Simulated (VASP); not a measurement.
Sn: relaxation of cell and atoms with PBE+D3(BJ)

The system is Sn.

```
Sn
1.0
    -2.92520    2.92520    1.58860
     2.92520   -2.92520    1.58860
     2.92520    2.92520   -1.58860
Sn
2
Direct
  0.00000 0.00000 0.00000
  0.75000 0.25000 0.50000
```

| Property | Result |
| --- | --- |
| Program | VASP 6.6.1 |
| Task | relaxation of cell and atoms |
| Functional | PBE |
| Dispersion | D3(BJ) |
| Potentials or basis | VASP PAW PBE potentials, release 64 (Sn_d) |
| Cutoff | 600 eV |
| k mesh | 12 × 12 × 12 |
| Occupations | gaussian, width 0.03 eV |
| Spin | no spin polarisation |
| Further INCAR settings | ALGO = Normal; EDIFF = 1e-07; IBRION = 2; EDIFFG = -0.005; NSW = 90; ISIF = 3 |

```json
{
  "Relaxed volume": "27.17 Å³/atom",
  "Relaxed cell": "a = 4.431 Å, b = 4.431 Å, c = 4.431 Å, α = 97.38°, β = 97.38°, γ = 137.99°",
  "Space group after relaxing (to 0.05 Å)": "I4_1/amd (No. 141)",
  "Energy gained by relaxing": "0.0 meV/atom",
  "Ionic steps": "3",
  "Pressure after relaxing": "0.0 GPa",
  "Band gap on the k mesh": "none (metal or under the smearing width)",
  "Dispersion energy per atom": "-0.389 eV"
}
```

Final structure:
```
Sn
1.0
    -2.92486    2.92486    1.58817
     2.92486   -2.92486    1.58817
     2.92486    2.92486   -1.58817
Sn
2
Direct
  0.00000 0.00000 0.00000
  0.75000 0.25000 0.50000
```

Levels at points of the mesh, in eV from the Fermi level:
| k point | band 12 | band 13 | band 14 | band 15 | band 16 | band 17 |
| --- | --- | --- | --- | --- | --- | --- |
| (0.00, 0.00, 0.00) | -3.67 | -1.99 | -1.99 | 2.97 | 6.19 | 6.19 |
| (0.50, 0.00, 0.00) | -5.38 | -2.32 | -1.71 | -1.13 | 2.25 | 2.85 |
| (0.50, 0.50, 0.00) | -8.89 | 0.58 | 0.58 | 1.56 | 1.56 | 6.07 |
| (0.50, 0.50, 0.50) | -7.56 | -4.80 | -4.80 | 5.10 | 5.10 | 9.34 |

Wall time 2.4 min on 1 thread of Intel(R) Xeon(R) 6975P-C (Granite Rapids) (shared host), peak memory 0.33 GiB.

Caveat: pairwise dispersion overbinds metals, which lowers pressure and volume.
